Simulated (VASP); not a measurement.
# ZnO (zincite) (P6_3mc) in VASP: notebook, part 2 of 2

VASP 6.6.1. The steps go on from the part before.

## Step 4: Relaxation of cell and atoms, PBE

Input file INCAR:

```
ALGO = Fast ; EDIFF = 1E-6
EDIFFG = -0.01 ; ENCUT = 600
GGA = PE ; IBRION = 2
ISIF = 3 ; ISMEAR = -1
LASPH = T ; LCHARG = F
LREAL = F ; LWAVE = F
NELM = 100 ; NSW = 40
PREC = Accurate ; SIGMA = 0.05
```

Input file KPOINTS:

```
k-points
0
Gamma
  9 9 5
```

Input file POSCAR:

```
ZnO
1.0
    3.2493080000      0.0000000000      0.0000000000
   -1.6246540000      2.8139832727      0.0000000000
    0.0000000000      0.0000000000      5.2057090000
Zn O
2 2
Direct
    0.6666666667      0.3333333333      0.0000000000
    0.3333333333      0.6666666667      0.5000000000
    0.3333333333      0.6666666667      0.8790100000
    0.6666666667      0.3333333333      0.3790100000
```

Potentials or basis: VASP PAW PBE potentials, release 64 (Zn, O).

Started as:

```console
cat potpaw_PBE.64/Zn/POTCAR potpaw_PBE.64/O/POTCAR > POTCAR
mpirun -np 1 vasp_std > vasp.out
```

OUTCAR:

```text
EDIFF = 1E-6
   EDIFFG = -0.01
   ENCUT = 600
   GGA = PE
   IBRION = 2
   ISIF = 3
   ISMEAR = -1
   LASPH = T
   LREAL = F
   NELM = 100
   NSW = 40
   PREC = Accurate

 ion  position               nearest neighbor table
   1  0.667  0.333  0.000-   4 1.97   3 1.98   3 1.98   3 1.98
   2  0.333  0.667  0.500-   3 1.97   4 1.98   4 1.98   4 1.98
   3  0.333  0.667  0.879-   2 1.97   1 1.98   1 1.98   1 1.98
   4  0.667  0.333  0.379-   1 1.97   2 1.98   2 1.98   2 1.98

  LATTYP: Found a hexagonal cell.
 ALAT       =     3.2493080000
 C/A-ratio  =     1.6020977390

  Lattice vectors:

 A1 = (   3.2493080000,   0.0000000000,   0.0000000000)
 A2 = (  -1.6246540000,   2.8139832727,   0.0000000000)
 A3 = (   0.0000000000,   0.0000000000,   5.2057090000)

Analysis of symmetry for initial positions (statically):
=====================================================================
 Subroutine PRICEL returns:
 Original cell was already a primitive cell.

 Routine SETGRP: Setting up the symmetry group for a
 hexagonal supercell.

[... 176 lines left out ...]

------------------------ aborting loop because EDIFF is reached ----------------------------------------

  FORCE on cell =-STRESS in cart. coord.  units (eV):
  Direction    XX          YY          ZZ          XY          YZ          ZX
  --------------------------------------------------------------------------------------
  -------------------------------------------------------------------------------------
  Total        1.5113117      1.5113117      2.0329819      0.0000000      0.0000000      0.0000000
  in kB       50.8712438     50.8712438     68.4308312      0.0000000      0.0000000      0.0000000
  external PRESSURE =      56.7244396 kB  Pullay stress =       0.0000000 kB
[... 215 lines left out ...]
--------------------------------------- Ionic step        7  -------------------------------------------

 number of electron      36.0000015 magnetization

 Free energy of the ion-electron system (eV)
  ---------------------------------------------------
  ext. energy  EPLUGINS =         0.00000000
  ---------------------------------------------------
  free energy    TOTEN  =       -17.86195260 eV

  energy without entropy =      -17.86194528  energy(sigma->0) =      -17.86194894

 E-fermi :   1.2490     XC(G=0): -10.6961

 val. band max:        0.8458284591   @ k =   0.0000   0.0000   0.0000
 cond. band min:       1.5687620914   @ k =   0.0000   0.0000   0.0000
 fundamental gap:      0.7229336323
 Fermi energy:         1.2489814821

 k-point     1 :       0.0000    0.0000    0.0000
  band No.  band energies     occupation
      1     -16.9290      2.00000
      2     -16.2670      2.00000
      3      -4.6686      2.00000
      4      -4.6686      2.00000
      5      -4.6192      2.00000
      6      -4.4902      2.00000
[... 589 lines left out ...]
     21       8.5989      0.00000
     22       8.8906      0.00000

 [... further k-points ...]
[... 5 lines left out ...]
  --------------------------------------------------------------------------------------
  -------------------------------------------------------------------------------------
  Total       -0.0057594     -0.0057594      0.0307517      0.0000000      0.0000000      0.0000000
  in kB       -0.1861379     -0.1861379      0.9938651      0.0000000      0.0000000      0.0000000
  external PRESSURE =       0.2071964 kB  Pullay stress =       0.0000000 kB
[... 19 lines left out ...]
  FREE ENERGIE OF THE ION-ELECTRON SYSTEM (eV)
  ---------------------------------------------------
  free  energy   TOTEN  =       -17.8619526005 eV

  energy  without entropy=      -17.8619452812  energy(sigma->0) =      -17.86194894

 reached required accuracy - stopping structural energy minimisation
```

CONTCAR:

```text
ZnO
   1.00000000000000
     3.2880797492576108    0.0000000000000000    0.0000000000000000
    -1.6440398746288054    2.8475605925055363    0.0000000000000000
     0.0000000000000000    0.0000000000000000    5.2946436339535117
  Zn              O
     2     2
Direct
     0.6666666667000030    0.3333333332999970    0.9995450254040471
     0.3333333332999970    0.6666666667000030    0.4995450254040470
     0.3333333332999970    0.6666666667000030    0.8794649745959539
     0.6666666667000030    0.3333333332999970    0.3794649745959539

  0.00000000E+00  0.00000000E+00  0.00000000E+00
  0.00000000E+00  0.00000000E+00  0.00000000E+00
  0.00000000E+00  0.00000000E+00  0.00000000E+00
  0.00000000E+00  0.00000000E+00  0.00000000E+00
```

Wall time 92 s (1 thread of Intel Xeon 6975P-C (Granite Rapids), shared host); peak memory 0.2 GiB.

What came out:

* Free energy: -17.8620 eV
* Relaxed volume: 12.39 Å³/atom
* Relaxed cell: a = 3.288 Å, b = 3.288 Å, c = 5.295 Å, α = 90.00°, β = 90.00°, γ = 120.00°
* Space group after relaxing (to 0.05 Å): P6_3mc (No. 186)
* Energy gained by relaxing: 8.9 meV/atom
* Ionic steps: 7
* Pressure after relaxing: 0.0 GPa
* Largest force after relaxing: 0.009 eV/Å
* Band gap on the k mesh: 0.72 eV, direct

Forces on the atoms (eV/Å):
```
Zn   0.000  0.000  0.009
Zn   0.000  0.000  0.009
O    0.000  0.000 -0.009
O    0.000  0.000 -0.009
```

The path:
```csv
step,energy change (eV),largest force (eV/Å),pressure (GPa),volume (Å³)
1,0.0000,0.0741,5.67,47.60
2,-0.0283,0.0276,-2.48,50.56
3,-0.0357,0.0030,0.00,49.61
4,-0.0356,0.0043,-0.18,49.65
5,-0.0357,0.0096,0.08,49.55
6,-0.0357,0.0089,0.09,49.57
7,-0.0357,0.0086,0.02,49.57
```

Final structure:
```
CELL_PARAMETERS angstrom
3.28808 0.00000 0.00000
-1.64404 2.84756 0.00000
0.00000 0.00000 5.29464
ATOMIC_POSITIONS crystal
Zn 0.66667 0.33333 0.99955
Zn 0.33333 0.66667 0.49955
O 0.33333 0.66667 0.87947
O 0.66667 0.33333 0.37946
```

Levels at points of the mesh, in eV from the valence-band top:
```
           k point  band 15  band 16  band 17  band 18  band 19  band 20  band 21  band 22
(0.00, 0.00, 0.00)    -0.75    -0.08     0.00     0.00     0.72     5.06     8.07    12.68
```

PBE gaps usually lie below the measured ones, often by a third to a half. Zero-point motion and thermal expansion aren't in these numbers.

## Step 5: Relaxation of cell and atoms, LDA

Input file INCAR:

```
SYSTEM = ZnO
  PREC = Accurate
  ENCUT = 600
  EDIFF = 1E-7
  ISMEAR = -1
  SIGMA = 0.05
  LREAL = .FALSE.
  LASPH = .TRUE.
  NELM = 80
  ALGO = Normal
  ISIF = 3
  LWAVE = .FALSE.
  LCHARG = .FALSE.
  IBRION = 2
  NSW = 40
  EDIFFG = -0.01
```

Input file KPOINTS:

```
Automatic mesh
0
G
  9 9 5
  0 0 0
```

POSCAR is that of step 4.

Potentials or basis: VASP PAW LDA potentials, release 64 (Zn, O).

Started as:

```console
cat potpaw_LDA.64/Zn/POTCAR potpaw_LDA.64/O/POTCAR > POTCAR
mpirun -np 1 vasp_std > vasp.out
```

OUTCAR:

```text
SYSTEM = ZnO
   PREC = Accurate
   ENCUT = 600
   EDIFF = 1E-7
   ISMEAR = -1
   LREAL = .FALSE.
   LASPH = .TRUE.
   NELM = 80
   ISIF = 3
   IBRION = 2
   NSW = 40
   EDIFFG = -0.01

 ion  position               nearest neighbor table
   1  0.667  0.333  0.000-   4 1.97   3 1.98   3 1.98   3 1.98
   2  0.333  0.667  0.500-   3 1.97   4 1.98   4 1.98   4 1.98
   3  0.333  0.667  0.879-   2 1.97   1 1.98   1 1.98   1 1.98
   4  0.667  0.333  0.379-   1 1.97   2 1.98   2 1.98   2 1.98

  LATTYP: Found a hexagonal cell.
 ALAT       =     3.2493080000
 C/A-ratio  =     1.6020977390

  Lattice vectors:

 A1 = (   3.2493080000,   0.0000000000,   0.0000000000)
 A2 = (  -1.6246540000,   2.8139832727,   0.0000000000)
 A3 = (   0.0000000000,   0.0000000000,   5.2057090000)

Analysis of symmetry for initial positions (statically):
[... 380 lines left out ...]
  free energy    TOTEN  =       -21.16762424 eV

  energy without entropy =      -21.16762095  energy(sigma->0) =      -21.16762260

 E-fermi :   1.7269     XC(G=0): -11.6927

 val. band max:        1.2892389894   @ k =   0.0000   0.0000   0.0000
 cond. band min:       2.0906053341   @ k =   0.0000   0.0000   0.0000
 fundamental gap:      0.8013663447
 Fermi energy:         1.7268705435

 k-point     1 :       0.0000    0.0000    0.0000
  band No.  band energies     occupation
      1     -16.8810      2.00000
      2     -16.0480      2.00000
      3      -4.7826      2.00000
      4      -4.7093      2.00000
      5      -4.7093      2.00000
      6      -4.6700      2.00000
[... 589 lines left out ...]
     21       9.1778      0.00000
     22       9.3627      0.00000

 [... further k-points ...]

------------------------ aborting loop because EDIFF is reached ----------------------------------------

  FORCE on cell =-STRESS in cart. coord.  units (eV):
  Direction    XX          YY          ZZ          XY          YZ          ZX
  --------------------------------------------------------------------------------------
  -------------------------------------------------------------------------------------
  Total        0.0151193      0.0151193      0.0172561      0.0000000     -0.0000000     -0.0000000
  in kB        0.5312333      0.5312333      0.6063120      0.0000000     -0.0000000     -0.0000000
  external PRESSURE =       0.5562596 kB  Pullay stress =       0.0000000 kB
[... 19 lines left out ...]
  FREE ENERGIE OF THE ION-ELECTRON SYSTEM (eV)
  ---------------------------------------------------
  free  energy   TOTEN  =       -21.1676242420 eV

  energy  without entropy=      -21.1676209483  energy(sigma->0) =      -21.16762260

 reached required accuracy - stopping structural energy minimisation
```

Wall time 2.3 min (1 thread of Intel Xeon 6975P-C (Granite Rapids), shared host); peak memory 0.18 GiB.

Results:

```
Free energy                            : -21.1676 eV
Relaxed volume                         : 11.40 Å³/atom
Relaxed cell                           : a = 3.194 Å, b = 3.194 Å, c = 5.162 Å, α = 90.00°, β = 90.00°, γ = 120.00°
Space group after relaxing (to 0.05 Å) : P6_3mc (No. 186)
Energy gained by relaxing              : 10.4 meV/atom
Ionic steps                            : 11
Pressure after relaxing                : 0.1 GPa
Band gap on the k mesh                 : 0.80 eV, direct
```

Forces on the atoms (eV/Å):
```
Zn   0.000  0.000  0.002
Zn   0.000  0.000  0.002
O    0.000  0.000 -0.002
O    0.000  0.000 -0.002
```

The path:
| step | energy change (eV) | largest force (eV/Å) | pressure (GPa) | volume (Å³) |
| --- | --- | --- | --- | --- |
| 1 | 0.0000 | 0.0554 | -6.26 | 47.60 |
| 2 | -0.0261 | 0.0406 | 4.32 | 44.47 |
| 3 | -0.0413 | 0.0029 | -0.02 | 45.61 |
| 4 | -0.0413 | 0.0017 | 0.17 | 45.57 |
| 5 | -0.0414 | 0.0205 | 0.10 | 45.58 |
| 6 | -0.0414 | 0.0222 | 0.13 | 45.58 |
| 7 | -0.0415 | 0.0137 | -0.08 | 45.64 |
| 8 | -0.0415 | 0.0104 | -0.18 | 45.67 |
| 9 | -0.0416 | 0.0012 | -0.11 | 45.65 |
| 10 | -0.0416 | 0.0056 | -0.10 | 45.64 |
| 11 | -0.0416 | 0.0025 | 0.06 | 45.60 |

Final structure:
```yaml
crystal:
  lattice:
    - [3.19379, 0.00000, 0.00000]
    - [-1.59689, 2.76590, 0.00000]
    - [0.00000, 0.00000, 5.16197]
  atoms:
    - { symbol: Zn, position: [0.66667, 0.33333, 0.00024] }
    - { symbol: Zn, position: [0.33333, 0.66667, 0.50024] }
    - { symbol: O, position: [0.33333, 0.66667, 0.87877] }
    - { symbol: O, position: [0.66667, 0.33333, 0.37877] }
```

## Step 6: Overview

| task | level | potentials or basis | cell | cutoff (eV) | smearing | gap on the mesh (eV) | pressure (GPa) | relaxed volume (Å³/atom) | largest force (eV/Å) |
| --- | --- | --- | --- | --- | --- | --- | --- | --- | --- |
| single point | PBE | VASP PAW PBE potentials, release 64 (Zn, O) | as given | 520 | gaussian 0.011 eV | 0.79 | 6.0 | - | 0.07 |
| relaxation of cell and atoms | PBE | VASP PAW PBE potentials, release 64 (Zn, O) | relaxed | 600 | fermi-dirac 0.05 eV | 0.72 | 0.0 | 12.39 | 0.01 |
| relaxation of cell and atoms | LDA | VASP PAW LDA potentials, release 64 (Zn, O) | relaxed | 600 | fermi-dirac 0.05 eV | 0.80 | 0.1 | 11.40 | - |

Alike in all rows: no spin polarisation; k mesh 9 × 9 × 5.

Absolute energies hang on the potentials; compare differences alone.

## Step 7: How close it comes

Step 3. Measured gap of ZnO: 3.37 eV (quoted in “Electronic structure of alkaline earth and post-transition metal oxides”, 2009, arxiv:0908.1581). This calculation gives 0.79 eV (-2.58 eV). So large a miss can be the level of theory's own, or it may mean another phase, state or a wrong row. The value is that of PBE, without temperature or zero-point motion. Semilocal functionals fall short of measured gaps as a rule.
